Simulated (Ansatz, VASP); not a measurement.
**Two plane-wave programs on Ti3HN3**

```
N Ti H
1.0
     3.00286    0.00000    0.00000
    -1.50143    2.60055    0.00000
     0.00000    0.00000   21.55415
N Ti H
3 3 1
Direct
  0.33333 0.66667 0.18558
  0.00000 0.00000 0.29933
  0.66667 0.33333 0.41473
  0.66667 0.33333 0.24245
  0.33333 0.66667 0.35751
  0.00000 0.00000 0.46646
  0.00000 0.00000 0.54688
```

Alike in both runs: functional PBE; k mesh 9 × 9 × 1; occupations gaussian, width 0.1 eV; no spin polarisation.

Ansatz relaxed the structure, and its values are those at the end. VASP's run is a single point on that final structure, the one shown.

```csv
,VASP,Ansatz
version,VASP 6.6.1,Ansatz 0.2.0
potentials or method,"VASP PAW PBE potentials, release 64 (N, Ti_sv, H)","scalar-relativistic, plane waves, PAW"
plane-wave cutoff (eV),520,420
valence electrons in the cell,52,52
```

```csv
,VASP,Ansatz,Ansatz less VASP
gap on the k mesh at the Fermi level (eV),none,none,-
rms of the force components (eV/Å),1.512,1.517,+0.0053
```

A gap of «none» marks a metal or a gap that the smearing closes. Ansatz warned: «xc_potential_rough_in_thin_density».
